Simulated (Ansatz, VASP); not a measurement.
# TiO2 in two plane-wave programs

One calculation is typed for both programs; each brings its own data sets. How far apart do they land? The cell is taken from a series of runs on this material, whose earlier steps may have relaxed, scaled, displaced or heated it; both programs get it as it stands.

Main program and level: Ansatz 0.2.0; plane waves, with VASP 6.6.1 beside it; single point at PBE0.

## Step 1: Starting point

The structure is trigonal, space group P3_121 (No. 152). The conventional cell has a = 5.291 Å, b = 5.291 Å, c = 6.133 Å, α = 90.00°, β = 90.00°, γ = 120.00°. Nearest to Ti lie 4 O at 1.79 to 1.80 Å. Nearest to O lie 2 Ti at 1.79 to 1.80 Å. Farther neighbours and most contacts between anions are not listed.

Coordinates:

```cif
data_structure
_symmetry_space_group_name_H-M 'P3_121'
_symmetry_Int_Tables_number 152
_cell_length_a 5.2910
_cell_length_b 5.2910
_cell_length_c 6.1330
_cell_angle_alpha 90.000
_cell_angle_beta 90.000
_cell_angle_gamma 120.000
_cell_volume 148.69
loop_
_atom_site_label
_atom_site_type_symbol
_atom_site_symmetry_multiplicity
_atom_site_Wyckoff_symbol
_atom_site_fract_x
_atom_site_fract_y
_atom_site_fract_z
_atom_site_occupancy
Ti1 Ti 3 a 0.45844 0.00000 0.33333 1
O1 O 6 c 0.41192 0.28783 0.22376 1
```

## Step 2: VASP: single point, PBE0

A single point gives forces, pressure and levels at one fixed geometry, so differences don't come from the geometry; what else differs is listed under the comparison.

Lines of VASP's logs that name or quote its potential files are left out, and so is its time.

The run reads the wave functions of an earlier VASP run, which isn't shown here.

The input, INCAR:

```
SYSTEM = TiO2
PREC = Accurate
ENCUT = 520
EDIFF = 1E-06
NELM = 100
ISMEAR = 0
SIGMA = 0.01
LREAL = .FALSE.
ALGO = Normal
LHFCALC = .TRUE.
AEXX = 0.25
GGA = PE
LASPH = .TRUE.
NBANDS = 45
PRECFOCK = Fast
LORBIT = 11
LWAVE = .FALSE.
LCHARG = .FALSE.
KPAR = 8
NCORE = 2
ISIF = 2
```

The input, POSCAR:

```
TiO2
1.0
    5.2910000000      0.0000000000      0.0000000000
   -2.6455000000      4.5821404114      0.0000000000
    0.0000000000      0.0000000000      6.1330000000
Ti O
3 6
Direct
    0.4584369692      0.0000000000      0.3333333333
    0.0000000000      0.4584369692      0.6666666667
    0.5415630308      0.5415630308      0.0000000000
    0.4119210658      0.2878300503      0.2237616203
    0.7121699497      0.1240910155      0.5570949537
    0.8759089845      0.5880789342      0.8904282870
    0.2878300503      0.4119210658      0.7762383797
    0.1240910155      0.7121699497      0.4429050463
    0.5880789342      0.8759089845      0.1095717130
```

The input, KPOINTS:

```
Automatic mesh
0
Gamma
6 6 2
0 0 0
```

Potentials, in the order of the species: Ti_sv and O (PBE family, release 64).

Launch:

```sh
$ mpirun -np 16 vasp_std
```

Numbers of over 12 decimals in the logs are rounded to 6 here.

Log:

```text
[banner, memory and clock lines left out]
running   16 mpi-ranks, on    1 nodes
 distrk:  each k-point on    2 cores,    8 groups
 distr:  one band on    2 cores,    1 groups

 POSCAR found type information on POSCAR TiO
 POSCAR found :  2 types and       9 ions
 LDA part: xc-table for (Slater+PW92), standard interpolation
 found WAVECAR, reading the header
 POSCAR, INCAR and KPOINTS ok, starting setup
 FFT: planning ... GRIDC
 FFT: planning ... GRID_SOFT
 FFT: planning ... GRID
 reading WAVECAR
 the WAVECAR file was read successfully
 initial charge from wavefunction
 entering main loop
       N       E                     dE             d eps       ncg     rms          rms(c)
DAV:   1    -0.105399170328E+03   -0.10540E+03   -0.47003E+00  1402   0.164E+01    0.560E+00
DAV:   2    -0.105114419965E+03    0.28475E+00   -0.92891E-01  1506   0.117E+01    0.201E+00
DAV:   3    -0.105139316590E+03   -0.24897E-01   -0.43395E-01  1953   0.458E+00    0.126E+00
DAV:   4    -0.105133097956E+03    0.62186E-02   -0.55423E-02  1804   0.197E+00    0.631E-01
DAV:   5    -0.105134256412E+03   -0.11585E-02   -0.23443E-02  1783   0.965E-01    0.345E-01
DAV:   6    -0.105134379568E+03   -0.12316E-03   -0.10114E-03  1693   0.344E-01    0.187E-01
DAV:   7    -0.105134404069E+03   -0.24501E-04   -0.12170E-03  1755   0.210E-01    0.121E-01
DAV:   8    -0.105134471311E+03   -0.67242E-04   -0.14757E-04  1753   0.118E-01    0.774E-02
DAV:   9    -0.105134487043E+03   -0.15732E-04   -0.67487E-05  1777   0.765E-02    0.452E-02
DAV:  10    -0.105134499049E+03   -0.12006E-04   -0.85638E-06  1444   0.215E-02    0.275E-02
DAV:  11    -0.105134503214E+03   -0.41645E-05   -0.44103E-06  1508   0.141E-02    0.172E-02
DAV:  12    -0.105134505610E+03   -0.23962E-05   -0.13832E-06   863   0.761E-03    0.106E-02
DAV:  13    -0.105134506637E+03   -0.10272E-05   -0.56138E-07   775   0.618E-03    0.698E-03
DAV:  14    -0.105134507127E+03   -0.48949E-06   -0.42475E-07   775   0.484E-03
   1 F= -.10513451E+03 E0= -.10513451E+03  d E =-.231953E-51
```

OUTCAR, selected parts (step 2):

```text
ion  position               nearest neighbor table
   1  0.458  0.000  0.333-   4 1.79   8 1.79   9 1.80   5 1.80
   2  0.000  0.458  0.667-   5 1.79   7 1.79   6 1.80   8 1.80
   3  0.542  0.542  0.000-   9 1.79   6 1.79   4 1.80   7 1.80
   4  0.412  0.288  0.224-   1 1.79   3 1.80
   5  0.712  0.124  0.557-   2 1.79   1 1.80
   6  0.876  0.588  0.890-   3 1.79   2 1.80
   7  0.288  0.412  0.776-   2 1.79   3 1.80
   8  0.124  0.712  0.443-   1 1.79   2 1.80
   9  0.588  0.876  0.110-   3 1.79   1 1.80

  LATTYP: Found a hexagonal cell.
 ALAT       =     5.2910000000
 C/A-ratio  =     1.1591381591

 Subroutine GETGRP returns: Found  6 space group operations
 (whereof  2 operations were pure point group operations)

The static configuration has the point symmetry C_2 .
 The point group associated with its full space group is D_3 .

 Found     14 irreducible k-points:

   k-points           NKPTS =     14   k-points in BZ     NKDIM =     72   number of bands    NBANDS=     45

   dimension x,y,z NGX =    40 NGY =   40 NGZ =   48
   dimension x,y,z NGXF=    80 NGYF=   80 NGZF=   96

   ENCUT  =  520.0 eV  38.22 Ry    6.18 a.u.   9.84  9.84 11.40*2*pi/ulx,y,z

   NELECT =      72.0000    total number of electrons

 k-points in reciprocal lattice and weights: Automatic mesh
   0.00000000  0.00000000  0.00000000       0.014
   0.16666667  0.00000000  0.00000000       0.083
   0.33333333  0.00000000  0.00000000       0.083
   0.50000000  0.00000000  0.00000000       0.042
   0.16666667  0.16666667  0.00000000       0.083
   0.33333333  0.16666667  0.00000000       0.167
   0.33333333  0.33333333  0.00000000       0.028
   0.00000000  0.00000000  0.50000000       0.014
   0.16666667  0.00000000  0.50000000       0.083
[...]
0.33333333  0.16666667  0.50000000       0.167
   0.33333333  0.33333333  0.50000000       0.028

  exchange ACFDT corr.  =         0.00000000  see jH, gK, PRB 81, 115126

 average (electrostatic) potential at core
       1 -74.2710       2 -74.2710       3 -74.2710       4 -66.8500       5 -66.8500
       6 -66.8500       7 -66.8500       8 -66.8500       9 -66.8500

 E-fermi :  -1.7850

 k-point     1 :       0.0000    0.0000    0.0000
  band No.  band energies     occupation
    ...
     32      -2.8362      2.00000
     33      -2.8362      2.00000
     34      -2.2509      2.00000
     35      -2.1981      2.00000
     36      -2.1981      2.00000
     37       4.4537      0.00000
     38       4.9238      0.00000
     39       4.9238      0.00000
     40       5.3058      0.00000
     41       5.3058      0.00000
    ...

 k-point     2 :       0.1667    0.0000    0.0000
  band No.  band energies     occupation
    ...
     32      -2.8089      2.00000
     33      -2.5909      2.00000
     34      -2.3457      2.00000
     35      -2.3027      2.00000
     36      -2.1432      2.00000
     37       4.5252      0.00000
     38       4.8222      0.00000
     39       4.9159      0.00000
     40       5.2302      0.00000
     41       5.3603      0.00000
    ...

 k-point     3 :       0.3333    0.0000    0.0000
  band No.  band energies     occupation
    ...
     32      -2.7722      2.00000
     33      -2.6632      2.00000
     34      -2.5856      2.00000
     35      -2.2333      2.00000
     36      -1.9800      2.00000
     37       4.5542      0.00000
     38       4.6554      0.00000
     39       4.9031      0.00000
     40       5.3473      0.00000
     41       5.7136      0.00000
    ...

  Total        3.7340300      3.7340300      1.8160671      0.0000000      0.0000000      0.0000000
  in kB       40.2354870     40.2354870     19.5687621      0.0000000      0.0000000      0.0000000
  external PRESSURE =      33.3465787 kB  Pullay stress =       0.0000000 kB

  energy-cutoff  :      520.00
  volume of cell :      148.69
      direct lattice vectors                 reciprocal lattice vectors
     5.291000000  0.000000000  0.000000000     0.189000189  0.109119310  0.000000000
    -2.645500000  4.582140411  0.000000000     0.000000000  0.218238620  0.000000000
     0.000000000  0.000000000  6.133000000     0.000000000  0.000000000  0.163052340

 POSITION                                       TOTAL-FORCE (eV/Angst)
 -----------------------------------------------------------------------------------
      2.42559      0.00000      2.04433        -0.018859      0.000000     -0.000000
     -1.21280      2.10062      4.08867         0.009429     -0.016332     -0.000000
      1.43270      2.48152      0.00000         0.009429      0.016332     -0.000000
      1.41802      1.31888      1.37233        -0.121490      0.022590      0.072266
      3.43981      0.56860      3.41666         0.041181     -0.116509      0.072266
      3.07867      2.69466      5.46100         0.080309      0.093919      0.072266
      0.43317      1.88748      4.76067         0.080309     -0.093919     -0.072266
     -1.22748      3.26326      2.71634        -0.121490     -0.022590     -0.072266
      0.79431      4.01354      0.67200         0.041181      0.116509     -0.072266
 -----------------------------------------------------------------------------------
    total drift:                                0.000005      0.000004     -0.000001

  FREE ENERGIE OF THE ION-ELECTRON SYSTEM (eV)
  ---------------------------------------------------
  free  energy   TOTEN  =      -105.1345071267 eV

  energy  without entropy=     -105.1345071267  energy(sigma->0) =     -105.13450713

 total charge
# of ion       s       p       d       tot
------------------------------------------
    1        2.276   6.338   1.893  10.507
    2        2.276   6.338   1.893  10.507
    3        2.276   6.338   1.893  10.507
    4        1.584   3.537   0.000   5.121
    5        1.584   3.537   0.000   5.121
    6        1.584   3.537   0.000   5.121
    7        1.584   3.537   0.000   5.121
    8        1.584   3.537   0.000   5.121
    9        1.584   3.537   0.000   5.121
--------------------------------------------------
tot         16.333  40.237   5.678  62.248

[... 3 further parts left out ...]
```

This run has no spin polarisation, so a moment on Ti, if there is one, isn't seen.

(Continued in part 2 of 2.)

[Lines on the potential files, build, host, timing and source positions are cut from VASP's logs without a mark.]

[Logs are printed without paths, hosts, clocks, repeated set-up lines and the standing remarks that a program may print on its own settings, such as how far it seeks lower states.]

[Hosts, paths, dates, database ids (printed as entryN), source tags and the programs' standing remarks are cut or masked in the printed files.]
